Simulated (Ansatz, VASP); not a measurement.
# BP2 in VASP and in Ansatz

```
CELL_PARAMETERS angstrom
3.11335 0.00000 0.00000
0.00000 3.11335 0.00000
0.00000 0.00000 9.34039
ATOMIC_POSITIONS crystal
B 0.00000 0.50000 0.58596
B 0.50000 0.00000 0.41404
P 0.50000 0.50000 0.00000
P 0.00000 0.00000 0.00000
P 0.50000 0.00000 0.62610
P 0.00000 0.50000 0.37390
```

Change from the starting cell: species swapped into the ErSe2 type (P4/nmm, No. 129).

Alike in both runs: functional PBE; k mesh 6 × 6 × 4; occupations gaussian, width 0.1 eV; no spin polarisation.

Ansatz relaxed the structure, and its values are those at the end. VASP's run is a single point on that final structure, the one shown.

|  | VASP | Ansatz |
| --- | --- | --- |
| version | VASP 6.6.1 | Ansatz 0.2.0 |
| potentials or method | VASP PAW PBE potentials, release 64 (B, P) | scalar-relativistic, plane waves, PAW |
| plane-wave cutoff (eV) | 520 | 420 |
| valence electrons in the cell | 26 | 26 |

|  | VASP | Ansatz | Ansatz less VASP |
| --- | --- | --- | --- |
| gap on the k mesh at the Fermi level (eV) | none | none | - |
| pressure (GPa) | -0.3 | 0.0 | +0.24 |
| rms of the force components (eV/Å) | 0.011 | 0.014 | +0.0029 |

A gap of «none» marks a metal or a gap that the smearing closes. The functional is the same, so the differences come from potentials, cutoffs and numerics.

Caveats: this functional lacks dispersion, which binds the layers, so the pressure and a relaxed spacing across them are unreliable.
